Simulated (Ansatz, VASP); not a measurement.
# CsPbBr3 in VASP and in Ansatz

Contents of INCAR:

```
ALGO = Normal
EDIFF = 1E-6
ENCUT = 520
GGA = PE
ISIF = 2
ISMEAR = 0
LASPH = True
LCHARG = True
LELF = True
LREAL = False
LVHAR = True
LWAVE = False
NBANDS = 30
NELM = 100
PREC = Accurate
SIGMA = 0.1
```

Contents of KPOINTS:

```
k-points
0
Gamma
  4 4 4
```

The input POSCAR:

```
CsPbBr3
1.0
    5.9486308200      0.0000000000      0.0000000000
    0.0000000000      5.9486308200      0.0000000000
    0.0000000000      0.0000000000      5.9486308200
Cs Pb Br
1 1 3
Direct
    0.0000000000      0.0000000000      0.0000000000
    0.5000000000      0.5000000000      0.5000000000
    0.5000000000      0.5000000000      0.0000000000
    0.5000000000      0.0000000000      0.5000000000
    0.0000000000      0.5000000000      0.5000000000
```

Input for Ansatz:

```yaml
crystal:
  lattice:
    - [5.94863082, 0.0, 0.0]
    - [0.0, 5.94863082, 0.0]
    - [0.0, 0.0, 5.94863082]
  atoms:
    - { symbol: Cs, position: [0.0, 0.0, 0.0] }
    - { symbol: Pb, position: [0.5, 0.5, 0.5] }
    - { symbol: Br, position: [0.5, 0.5, 0.0] }
    - { symbol: Br, position: [0.5, 0.0, 0.5] }
    - { symbol: Br, position: [0.0, 0.5, 0.5] }
basis:
  ecutwfc: 420
kpoints:
  mp_grid: { grid: [4, 4, 4] }
hamiltonian:
  xc: pbe
scf:
  occupations: { method: gaussian, width: 0.1 }
output:
  forces: true
  stress: true
  eigenvalues: true
```

Measurements of this composition are mostly on another form, of space group No. 62.

Alike in both runs: task single point; functional PBE; k mesh 4 × 4 × 4; occupations gaussian, width 0.1 eV; no spin polarisation.

|  | VASP | Ansatz |
| --- | --- | --- |
| version | VASP 6.6.1 | Ansatz 0.2.0 |
| potentials or method | VASP PAW PBE potentials, release 64 (Cs_sv, Pb_d, Br) | scalar-relativistic, plane waves, PAW |
| plane-wave cutoff (eV) | 520 | 420 |
| valence electrons in the cell | 44 | 44 |

```csv
,VASP,Ansatz,Ansatz less VASP
gap on the k mesh at the Fermi level (eV),1.68,1.68,-0.006
least direct gap on the mesh (eV),1.68,1.68,-0.006
pressure (GPa),0.6,0.6,+0.01
```

Caveats: spin-orbit coupling is left out, which as a rule narrows the gap of such compounds by several tenths of an eV. A k mesh can miss the band edges. Expect the measured gap to be larger: semilocal functionals such as PBE lack the derivative discontinuity.
